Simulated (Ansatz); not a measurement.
# Two Ansatz runs on FeCo

The geometry is COD entry 9004229, unchecked; take it as a test cell. The listed cell was then made from it by scaling, straining or moving an atom.

First run: DFT, PBE, PAW with Ansatz's default frozen-core files, scalar-relativistic (Ansatz 0.2.0).

Command: `ansatz run input.yaml --threads 1 --pin off --max-ram 3072MiB --backend cpu --events-out ev --progress --plain --runs-dir out` The run took 9.2 s on 1 thread of Arm Neoverse V1, on a shared host, peak memory 0.41 GiB.

```yaml
crystal:
  lattice:
    - [2.8329904615, 0.0, 0.0]
    - [0.0, 2.8329904615, 0.0]
    - [0.0, 0.0, 2.8329904615]
  atoms:
    - { symbol: Fe, position: [0.5, 0.5, 0.5], spin: 3.0 }
    - { symbol: Co, position: [0.0, 0.0, 0.0], spin: 2.0 }
magnetization:
  spin_polarized: true
kpoints:
  mp_grid: { grid: [11, 11, 11] }
scf:
  occupations: { method: fermi_dirac, width: 0.05 }
hamiltonian:
  xc: pbe
  pseudopotentials: { kind: paw }
output:
  forces: true
  stress: true
  eigenvalues: true
  efg: { contact_densities: true }
  write_density: true
  write_potential: true
  elf: true
  volumetric_format: npy
```

Result: converged; pressure 2.19 GPa; moment 4.48 μB; 12 SCF iterations.

The input is then changed:

```diff
@@ -10,5 +10,5 @@
   spin_polarized: true
 kpoints:
-  mp_grid: { grid: [11, 11, 11] }
+  mp_grid: { grid: [11, 11, 11], shift: [0.5, 0.5, 0.5] }
 scf:
   occupations: { method: fermi_dirac, width: 0.05 }
@@ -21,7 +21,5 @@
   eigenvalues: true
   efg: { contact_densities: true }
-  write_density: true
-  write_potential: true
-  elf: true
-  volumetric_format: npy
+basis:
+  xc_grid: 2
```

**Question.** What does the second run give?

**Answer.** It converged; energy at zero smearing +0.2 meV/atom from the first run; pressure 2.93 GPa; moment 4.55 μB; 11 SCF iterations.
